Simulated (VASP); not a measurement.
# CdSe (P6_3mc) in VASP: further runs

Runs on CdSe. Level: PBE. Tasks: relaxation of cell and atoms.

Everything below comes from runs of VASP 6.6.1. Logs are shortened: lines on timing, memory, paths and dates and some standing lists are left out, and cuts for length are marked.

## Step 1: The crystal as given

It takes space group P6_3mc (No. 186, hexagonal). Conventional cell: a = 4.300 Å, b = 4.300 Å, c = 7.020 Å, α = 90.00°, β = 90.00°, γ = 120.00°. Cd (site symmetry 3m) has 4 Se at 2.61 to 2.70 Å as nearest neighbours. Around Se (site symmetry 3m) lie 4 Cd at 2.61 to 2.70 Å.

## Step 2: Relaxation of cell and atoms, PBE

INCAR

```
  PREC = Accurate
  ENCUT = 520
  EDIFF = 1E-7
  ISMEAR = 0
  SIGMA = 0.02
  LREAL = False
  LASPH = True
  NELM = 60
  ALGO = Normal
  ISIF = 3
  LWAVE = False
  LCHARG = False
  GGA = PE
  IBRION = 2
  NSW = 80
  EDIFFG = -0.002
```

KPOINTS

```
Automatic mesh
0
Gamma
  12 12 6
```

POSCAR

```
CdSe
1.0
    4.3000000000      0.0000000000      0.0000000000
   -2.1500000000      3.7239092400      0.0000000000
    0.0000000000      0.0000000000      7.0200000000
Cd Se
2 2
Direct
    0.3333333300      0.6666666700      0.0000000000
    0.6666666700      0.3333333300      0.5000000000
    0.3333333300      0.6666666700      0.3850000000
    0.6666666700      0.3333333300      0.8850000000
```

Potentials or basis: VASP PAW PBE potentials, release 64 (Cd, Se).

Started as:

```bash
> cat potpaw_PBE.64/Cd/POTCAR potpaw_PBE.64/Se/POTCAR > POTCAR
> mpirun -np 1 vasp_std > vasp.out
```

OUTCAR:

```text
PREC = Accurate
   ENCUT = 520
   EDIFF = 1E-7
   ISMEAR = 0
   LREAL = False
   LASPH = True
   NELM = 60
   ISIF = 3
   GGA = PE
   IBRION = 2
   NSW = 80
   EDIFFG = -0.002

 ion  position               nearest neighbor table
   1  0.333  0.667  0.000-   4 2.61   4 2.61   4 2.61   3 2.70
   2  0.667  0.333  0.500-   3 2.61   3 2.61   3 2.61   4 2.70
   3  0.333  0.667  0.385-   2 2.61   2 2.61   2 2.61   1 2.70
   4  0.667  0.333  0.885-   1 2.61   1 2.61   1 2.61   2 2.70

  LATTYP: Found a hexagonal cell.
 ALAT       =     4.3000000000
 C/A-ratio  =     1.6325581395

  Lattice vectors:

 A1 = (   4.3000000000,   0.0000000000,   0.0000000000)
 A2 = (  -2.1500000000,   3.7239092400,   0.0000000000)
 A3 = (   0.0000000000,   0.0000000000,   7.0200000000)

Analysis of symmetry for initial positions (statically):
=====================================================================
 Subroutine PRICEL returns:
 Original cell was already a primitive cell.

 Routine SETGRP: Setting up the symmetry group for a
 hexagonal supercell.

 Subroutine GETGRP returns: Found 12 space group operations
 (whereof  6 operations were pure point group operations)
 out of a pool of 24 trial point group operations.

The static configuration has the point symmetry C_3v.
 The point group associated with its full space group is C_6v.

Analysis of symmetry for dynamics (positions and initial velocities):
=====================================================================
 Subroutine PRICEL returns:
 Original cell was already a primitive cell.

 Routine SETGRP: Setting up the symmetry group for a
 hexagonal supercell.

 Subroutine GETGRP returns: Found 12 space group operations
 (whereof  6 operations were pure point group operations)
 out of a pool of 24 trial point group operations.

The dynamic configuration has the point symmetry C_3v.
 The point group associated with its full space group is C_6v.

 Subroutine INISYM returns: Found 12 space group operations
 (whereof  6 operations are pure point group operations),
 and found     1 'primitive' translations

----------------------------------------------------------------------------------------

                                     Primitive cell

  volume of cell :     112.4099

  direct lattice vectors                    reciprocal lattice vectors
     4.300000000  0.000000000  0.000000000     0.232558140  0.134267504  0.000000000
    -2.150000000  3.723909240  0.000000000     0.000000000  0.268535009  0.000000000
     0.000000000  0.000000000  7.020000000     0.000000000  0.000000000  0.142450142

  length of vectors
     4.300000000  4.300000003  7.020000000     0.268535009  0.268535009  0.142450142

  position of ions in fractional coordinates (direct lattice)
     0.333333330  0.666666670  0.000000000
     0.666666670  0.333333330  0.500000000
     0.333333330  0.666666670  0.385000000
     0.666666670  0.333333330  0.885000000

  ion indices of the primitive-cell ions
   primitive index   ion index
                 1           1
                 2           2
                 3           3
                 4           4

----------------------------------------------------------------------------------------

 KPOINTS: Automatic mesh

Automatic generation of k-mesh.
 Grid dimensions read from file:
 generate k-points for:   12   12    6

 Generating k-lattice:

  Cartesian coordinates                     Fractional coordinates (reciprocal lattice)
     0.019379845  0.011188959  0.000000000     0.083333333  0.000000000  0.000000000
     0.000000000  0.022377917  0.000000000     0.000000000  0.083333333  0.000000000
     0.000000000  0.000000000  0.023741690     0.000000000  0.000000000  0.166666667

  Length of vectors
     0.022377917  0.022377917  0.023741690

  Shift w.r.t. Gamma in fractional coordinates (k-lattice)
     0.000000000  0.000000000  0.000000000

 Subroutine IBZKPT returns following result:
 ===========================================

 Found     76 irreducible k-points:

 Following reciprocal coordinates:
            Coordinates               Weight
  0.000000  0.000000  0.000000      1.000000
  0.083333  0.000000  0.000000      6.000000
  0.166667  0.000000  0.000000      6.000000
  0.250000  0.000000  0.000000      6.000000
  0.333333  0.000000  0.000000      6.000000
  0.416667  0.000000  0.000000      6.000000
[... 16 lines left out ...]
  0.250000  0.000000  0.166667     12.000000
  0.333333  0.000000  0.166667     12.000000
 [... further k-points ...]
   k-points           NKPTS =     76   k-points in BZ     NKDIM =     76   number of bands    NBANDS=     22
   number of dos      NEDOS =    301   number of ions     NIONS =      4
   total plane-waves  NPLWV =  55296
   dimension x,y,z NGX =    32 NGY =   32 NGZ =   54
   dimension x,y,z NGXF=    64 NGYF=   64 NGZF=  108
   ions per type =               2   2
   NGX,Y,Z   is equivalent  to a cutoff of  12.37, 12.37, 12.79 a.u.
   NGXF,Y,Z  is equivalent  to a cutoff of  24.74, 24.74, 25.58 a.u.
 SYSTEM =  unknown system
   PREC   = accura    normal or accurate (medium, high low for compatibility)
   ISTART =      0    job   : 0-new  1-cont  2-samecut
   ICHARG =      2    charge: 1-file 2-atom 10-const
   ISPIN  =      1    spin polarized calculation?
   LNONCOLLINEAR =      F non collinear calculations
   LSORBIT =      F    spin-orbit coupling
   LASPH  =      T    aspherical Exc in radial PAW
   ENCUT  =  520.0 eV  38.22 Ry    6.18 a.u.   8.00  8.00 13.05*2*pi/ulx,y,z
   NELM   =     60;   NELMIN=  2; NELMDL= -5     # of ELM steps
   EDIFF  = 0.1E-06   stopping-criterion for ELM
   LREAL  =      F    real-space projection
   EDIFFG = -.2E-02   stopping-criterion for IOM
   NSW    =     80    number of steps for IOM
   IBRION =      2    ionic relax: 0-MD 1-quasi-New 2-CG
   NFREE  =      1    steps in history (QN), initial steepest desc. (CG)
   ISIF   =      3    stress and relaxation
   ISYM   =      2    0-nonsym 1-usesym 2-fastsym
   POTIM  = 0.5000    time-step for ionic-motion
   TEBEG  =    0.0;   TEEND  =   0.0 temperature during run
   PSTRESS=    0.0 pullay stress
   NELECT =      36.0000    total number of electrons
   NUPDOWN=      -1.0000    fix difference up-down
   EMIN   =  10.00;   EMAX   =-10.00  energy-range for DOS
   EFERMI =   0.00;   METHOD = LEGACY
   ISMEAR =     0;   SIGMA  =   0.02  broadening in eV -4-tet -1-fermi 0-gaus
   EFERMI_NEDOS =   21; number of points for ismear=-14 and -15
   IALGO  =     38    algorithm
   IMIX   =      4    mixing-type and parameters
     AMIX     =   0.40;   BMIX     =  1.00
     AMIX_MAG =   1.60;   BMIX_MAG =  1.00
  volume/ion in A,a.u.               =      28.10       189.64
  Fermi-wavevector in a.u.,A,eV,Ry     =   1.120059  2.116604 17.068937  1.254531
  Thomas-Fermi vector in A             =   2.256702
   LORBIT       =      0    0 simple, 1 ext, 2 COOP (PROOUT), +10 PAW based schemes
   GGA     = PE    functional components
   LHFCALC =     F    Hartree Fock is set to
   AEXX    =    0.0000 exact exchange contribution
   IVDW    =     0    specifies the selected vdW correction
   LEPSILON=     F    determine dielectric tensor
   LRPA    =     F    only Hartree local field effects (RPA)
 conjugate gradient relaxation of ions
 non-spin polarized calculation
 Gauss-broadening in eV      SIGMA  =   0.02
  energy-cutoff  :      520.00
  volume of cell :      112.41
 maximum number of plane-waves:      3046
 NGX is ok and might be reduce to    32
   NGX = 15   NGY = 15   NGZ = 27

--------------------------------------- Ionic step        1  -------------------------------------------

 number of electron      35.9999998 magnetization

 Free energy of the ion-electron system (eV)
  ---------------------------------------------------
  ext. energy  EPLUGINS =         0.00000000
  ---------------------------------------------------
  free energy    TOTEN  =       -10.90636441 eV

  energy without entropy =      -10.90636441  energy(sigma->0) =      -10.90636441

------------------------ aborting loop because EDIFF is reached ----------------------------------------

  FORCE on cell =-STRESS in cart. coord.  units (eV):
  Direction    XX          YY          ZZ          XY          YZ          ZX
  --------------------------------------------------------------------------------------
  -------------------------------------------------------------------------------------
  Total        2.8333358      2.8333358      1.3653337      0.0000000      0.0000000      0.0000000
  in kB       40.3835014     40.3835015     19.4600845      0.0000000      0.0000000      0.0000000
  external PRESSURE =      33.4090291 kB  Pullay stress =       0.0000000 kB
[... 95 lines left out ...]
  FREE ENERGIE OF THE ION-ELECTRON SYSTEM (eV)
  ---------------------------------------------------
  free  energy   TOTEN  =       -10.9916740415 eV

  energy  without entropy=      -10.9916740415  energy(sigma->0) =      -10.99167404

[... ionic steps 4 to 10 ...]

--------------------------------------- Ionic step       11  -------------------------------------------

 number of electron      35.9999998 magnetization

------------------------ aborting loop because EDIFF is reached ----------------------------------------

  FORCE on cell =-STRESS in cart. coord.  units (eV):
  Direction    XX          YY          ZZ          XY          YZ          ZX
  --------------------------------------------------------------------------------------
  -------------------------------------------------------------------------------------
  Total       -0.0028263     -0.0028263     -0.0217480     -0.0000000     -0.0000000      0.0000000
  in kB       -0.0378237     -0.0378237     -0.2910473     -0.0000000     -0.0000000      0.0000000
  external PRESSURE =      -0.1222316 kB  Pullay stress =       0.0000000 kB
[... 61 lines left out ...]
  energy  without entropy=      -10.9958971383  energy(sigma->0) =      -10.99589714

--------------------------------------- Ionic step       13  -------------------------------------------

 number of electron      35.9999998 magnetization

 Free energy of the ion-electron system (eV)
  ---------------------------------------------------
  ext. energy  EPLUGINS =         0.00000000
  ---------------------------------------------------
  free energy    TOTEN  =       -10.99589732 eV

  energy without entropy =      -10.99589732  energy(sigma->0) =      -10.99589732

 E-fermi :   0.6125     XC(G=0):  -8.6017

 val. band max:        0.4750882721   @ k =   0.0000   0.0000   0.0000
 cond. band min:       1.0041453007   @ k =   0.0000   0.0000   0.0000
 fundamental gap:      0.5290570286
 Fermi energy:         0.6124638328

 k-point     1 :       0.0000    0.0000    0.0000
  band No.  band energies     occupation
      1     -11.7981      2.00000
      2     -11.4736      2.00000
      3      -7.2665      2.00000
      4      -7.2612      2.00000
      5      -7.2612      2.00000
      6      -7.2044      2.00000
[... 574 lines left out ...]
      6      -7.1100      2.00000
[... 14 lines left out ...]
     21       5.6161      0.00000
     22       5.8781      0.00000

 [... further k-points ...]

------------------------ aborting loop because EDIFF is reached ----------------------------------------

  FORCE on cell =-STRESS in cart. coord.  units (eV):
  Direction    XX          YY          ZZ          XY          YZ          ZX
  --------------------------------------------------------------------------------------
  -------------------------------------------------------------------------------------
  Total       -0.0023901     -0.0023901      0.0016990      0.0000000      0.0000000      0.0000000
  in kB       -0.0319952     -0.0319952      0.0227433      0.0000000      0.0000000      0.0000000
  external PRESSURE =      -0.0137490 kB  Pullay stress =       0.0000000 kB
[... 19 lines left out ...]
  FREE ENERGIE OF THE ION-ELECTRON SYSTEM (eV)
  ---------------------------------------------------
  free  energy   TOTEN  =       -10.9958973164 eV

  energy  without entropy=      -10.9958973164  energy(sigma->0) =      -10.99589732

 reached required accuracy - stopping structural energy minimisation
```

Run time: 9.5 min. Hardware: 1 thread of Intel Xeon Platinum 8488C (Sapphire Rapids), shared host; peak memory 0.35 GiB.

What came out:

- Free energy: -10.9959 eV
- Relaxed volume: 29.92 Å³/atom
- Relaxed cell: a = 4.391 Å, b = 4.391 Å, c = 7.168 Å, α = 90.00°, β = 90.00°, γ = 120.00°
- Space group after relaxing (to 0.05 Å): P6_3mc (No. 186)
- Energy gained by relaxing: 22.4 meV/atom
- Ionic steps: 13
- Pressure after relaxing: 0.0 GPa
- Band gap on the k mesh: 0.53 eV, direct

Step by step:
```tsv
step	energy change (eV)	largest force (eV/Å)	pressure (GPa)	volume (Å³)
1	0.0000	0.2910	3.34	112.41
2	-0.0786	0.0482	-0.90	122.20
3	-0.0853	0.0928	-0.07	119.88
4	-0.0853	0.0897	-0.13	120.03
5	-0.0867	0.0568	-0.06	119.85
6	-0.0875	0.0070	0.03	119.60
7	-0.0887	0.0088	0.04	119.58
8	-0.0895	0.0119	0.05	119.54
9	-0.0895	0.0006	-0.04	119.79
10	-0.0895	0.0039	-0.01	119.72
11	-0.0895	0.0036	-0.01	119.72
12	-0.0895	0.0005	0.00	119.68
13	-0.0895	0.0002	0.00	119.69
```

Final structure:
```yaml
crystal:
  lattice:
    - [4.39100, 0.00000, 0.00000]
    - [-2.19550, 3.80272, 0.00000]
    - [0.00000, 0.00000, 7.16780]
  atoms:
    - { symbol: Cd, position: [0.33333, 0.66667, 0.00463] }
    - { symbol: Cd, position: [0.66667, 0.33333, 0.50463] }
    - { symbol: Se, position: [0.33333, 0.66667, 0.38037] }
    - { symbol: Se, position: [0.66667, 0.33333, 0.88037] }
```

PBE gaps usually lie below the measured ones, often by a third to a half. Zero-point motion and thermal expansion aren't in these numbers.

## Step 3: Relaxation of cell and atoms, PBE

This run uses another cell than the first one, of 29.92 Å³/atom, 1.065 times its volume.

INCAR is that of step 2.

KPOINTS is that of step 2.

POSCAR

```
CdSe                                    
1.0
    4.3909971916     -0.0000000000      0.0000000000
   -2.1954985958      3.8027151199     -0.0000000000
    0.0000000000      0.0000000000      7.1677973207
  Cd              Se            
     2     2
Direct
     0.3333333300000021    0.6666666699999979    0.0046324790916079
     0.6666666699999979    0.3333333300000021    0.5046324790916079
     0.3333333300000021    0.6666666699999979    0.3803675209083901
     0.6666666699999979    0.3333333300000021    0.8803675209083901
```

Potentials or basis: VASP PAW PBE potentials, release 64 (Cd, Se).

Started as:

```bash
> cat potpaw_PBE.64/Cd/POTCAR potpaw_PBE.64/Se/POTCAR > POTCAR
> mpirun -np 1 vasp_std > vasp.out
```

OUTCAR:

```text
PREC = Accurate
   ENCUT = 520
   EDIFF = 1E-7
   ISMEAR = 0
   LREAL = False
   LASPH = True
   NELM = 60
   ISIF = 3
   GGA = PE
   IBRION = 2
   NSW = 80
   EDIFFG = -0.002

 ion  position               nearest neighbor table
   1  0.333  0.667  0.005-   4 2.69   4 2.69   4 2.69   3 2.69
   2  0.667  0.333  0.505-   3 2.69   3 2.69   3 2.69   4 2.69
   3  0.333  0.667  0.380-   2 2.69   2 2.69   2 2.69   1 2.69
   4  0.667  0.333  0.880-   1 2.69   1 2.69   1 2.69   2 2.69

  LATTYP: Found a hexagonal cell.
 ALAT       =     4.3909971916
 C/A-ratio  =     1.6323848565

  Lattice vectors:

 A1 = (   4.3909971916,   0.0000000000,   0.0000000000)
 A2 = (  -2.1954985958,   3.8027151199,   0.0000000000)
 A3 = (   0.0000000000,   0.0000000000,   7.1677973207)

Analysis of symmetry for initial positions (statically):
=====================================================================
 Subroutine PRICEL returns:
 Original cell was already a primitive cell.

 Routine SETGRP: Setting up the symmetry group for a
 hexagonal supercell.

 Subroutine GETGRP returns: Found 12 space group operations
 (whereof  6 operations were pure point group operations)
[... 176 lines left out ...]
 cond. band min:       1.0041391335   @ k =   0.0000   0.0000   0.0000
 fundamental gap:      0.5290997012
 Fermi energy:         0.6124623683

 k-point     1 :       0.0000    0.0000    0.0000
  band No.  band energies     occupation
      1     -11.7982      2.00000
      2     -11.4737      2.00000
      3      -7.2664      2.00000
      4      -7.2611      2.00000
      5      -7.2611      2.00000
      6      -7.2044      2.00000
[... 589 lines left out ...]
     21       5.6160      0.00000
     22       5.8781      0.00000

 [... further k-points ...]

------------------------ aborting loop because EDIFF is reached ----------------------------------------

  FORCE on cell =-STRESS in cart. coord.  units (eV):
  Direction    XX          YY          ZZ          XY          YZ          ZX
  --------------------------------------------------------------------------------------
  -------------------------------------------------------------------------------------
  Total        0.0004700      0.0004700      0.0049419     -0.0000000      0.0000000      0.0000000
  in kB        0.0062915      0.0062915      0.0661547     -0.0000000      0.0000000      0.0000000
  external PRESSURE =       0.0262459 kB  Pullay stress =       0.0000000 kB

 VOLUME and BASIS-vectors are now :
 -----------------------------------------------------------------------------
  energy-cutoff  :      520.00
  volume of cell :      119.69
      direct lattice vectors                 reciprocal lattice vectors
     4.390997192  0.000000000  0.000000000     0.227738702  0.131485001  0.000000000
    -2.195498596  3.802715120  0.000000000     0.000000000  0.262970001  0.000000000
     0.000000000  0.000000000  7.167797321     0.000000000  0.000000000  0.139512873

 POSITION                                       TOTAL-FORCE (eV/Angst)
 -----------------------------------------------------------------------------------
     -0.00000      2.53514      0.03320        -0.000000      0.000000      0.000173
      2.19550      1.26757      3.61710         0.000000     -0.000000      0.000173
     -0.00000      2.53514      2.72640        -0.000000      0.000000     -0.000173
      2.19550      1.26757      6.31030         0.000000     -0.000000     -0.000173
 -----------------------------------------------------------------------------------
    total drift:                               -0.000013      0.000008     -0.000228

  FREE ENERGIE OF THE ION-ELECTRON SYSTEM (eV)
  ---------------------------------------------------
  free  energy   TOTEN  =       -10.9961147845 eV

  energy  without entropy=      -10.9961147845  energy(sigma->0) =      -10.99611478

 reached required accuracy - stopping structural energy minimisation
```

Wall time 1.9 min (1 thread of Intel Xeon Platinum 8488C (Sapphire Rapids), shared host); peak memory 0.37 GiB.

Results:

- Free energy: -10.9961 eV
- Pressure after relaxing: 0.0 GPa
- Band gap on the k mesh: 0.53 eV, direct

Final structure:
```
Cd Se
1.0
     4.39100    0.00000    0.00000
    -2.19550    3.80272    0.00000
     0.00000    0.00000    7.16780
Cd Se
2 2
Direct
  0.33333 0.66667 0.00463
  0.66667 0.33333 0.50463
  0.33333 0.66667 0.38037
  0.66667 0.33333 0.88037
```

Caveat: the relaxation stopped at its first step, so nothing moved.
